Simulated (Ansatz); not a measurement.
# Squeezing and stretching Zr₃N₄

Reference cell: a structure deposited in the COD, its atoms then relaxed with PBE in this cell.

Space group I-43d (No. 220); a = 6.7400 Å.

| site | Wyckoff | site symmetry | x | y | z |
| --- | --- | --- | --- | --- | --- |
| Zr | 12a | -4.. | 0.3750 | 0.0000 | 0.2500 |
| N | 16c | .3. | 0.0687 | 0.0687 | 0.0687 |

One atom of each set is listed; the run and its k-mesh use a cell of 14 atoms with edges of 5.84, 5.84, 5.84 Å.

Method: Kohn–Sham DFT in Ansatz, PBE, plane waves and PAW, scalar-relativistic, 420 eV cutoff, Γ-centred 6×6×6 k-points, Fermi–Dirac smearing 0.02 eV.

The cell is scaled uniformly, and the ions relax again at each size.

| V/V₀ | pressure (GPa) | gap on the k-mesh (eV) |
| --- | --- | --- |
| 0.94 | 21.3 | 0.92 |
| 0.96 | 14.7 | 0.88 |
| 0.98 | 8.9 | 0.81 |
| 1.00 | 4.2 | 0.73 |
| 1.02 | -0.2 | 0.70 |
| 1.04 | ? | ? |
| 1.06 | -5.5 | 0.78 |

**Question.** Estimate the row at V/V₀ = 1.04 and the bulk modulus.

**Answer.** pressure (GPa): -3.4; gap on the k-mesh (eV): 0.70. Worked: a parabola in ln(V/V₀) through the other 6 rows gives -3.1 GPa there. It crosses zero pressure at V/V₀ = 1.020, the equilibrium volume of this functional, where the bulk modulus is B = −dP/d ln V = 182 GPa. The gap doesn't follow a straight line in the volume: it is largest at V/V₀ = 0.94 (0.92 eV) and smallest at 1.02 (0.70 eV).

PBE gaps are too small, by a third to a half in many semiconductors; their changes with volume are better.
